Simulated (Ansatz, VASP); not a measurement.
W: VASP beside Ansatz

File POSCAR:

```
W
1.0
    0.0000000000      2.0085634052      2.0085634052
    2.0085634052      0.0000000000      2.0085634052
    2.0085634052      2.0085634052      0.0000000000
W
1
Direct
    0.0000000000      0.0000000000      0.0000000000
```

File INCAR.step1:

```
SYSTEM = W
  ALGO = Normal
  EDIFF = 1E-4
  ENCUT = 520
  GGA = PE
  ISMEAR = 0
  LASPH = .True.
  LCHARG = .False.
  LREAL = .False.
  LWAVE = .True.
  NBANDS = 13
  NELM = 80
  PREC = Accurate
  SIGMA = 0.05
```

The input INCAR.step2:

```
SYSTEM = W
  ALGO = Normal
  EDIFF = 1E-6
  ENCUT = 520
  ISIF = 2
  ISMEAR = 0
  ISTART = 1
  LASPH = .True.
  LCHARG = .False.
  LMIXTAU = .True.
  LREAL = .False.
  LWAVE = .False.
  METAGGA = R2SCAN
  NBANDS = 13
  NELM = 80
  PREC = Accurate
  SIGMA = 0.05
```

File KPOINTS:

```
k-points
0
Gamma
  18 18 18
  0 0 0
```

Input for Ansatz:

```yaml
crystal:
  lattice:
    - [0.0, 2.0085634052, 2.0085634052]
    - [2.0085634052, 0.0, 2.0085634052]
    - [2.0085634052, 2.0085634052, 0.0]
  atoms:
    - { symbol: W, position: [0.0, 0.0, 0.0] }
basis:
  ecutwfc: 500
  ecutrho_ratio: 4
kpoints:
  mp_grid: { grid: [18, 18, 18] }
hamiltonian:
  xc: r2scan
scf:
  occupations: { method: gaussian, width: 0.05 }
output:
  forces: true
  stress: true
  eigenvalues: true
```

Alike in both runs: task single point; functional r2SCAN; k mesh 18 × 18 × 18; occupations gaussian, width 0.05 eV; no spin polarisation.

```csv
,VASP,Ansatz
version,VASP 6.6.1,Ansatz 0.2.0
potentials or method,"VASP PAW PBE potentials, release 64 (W_sv)","scalar-relativistic, plane waves, PAW"
plane-wave cutoff (eV),520,500
valence electrons in the cell,14,14
```

Ansatz gave:

* pressure (GPa): 0.1

Q: Which values does VASP return?

A: Pressure (GPa): 1.1.

Caveats: the PAW data sets were made with another functional, which shifts forces and pressure a little (VASP). Spin-orbit coupling is left out, which matters for the levels of W.
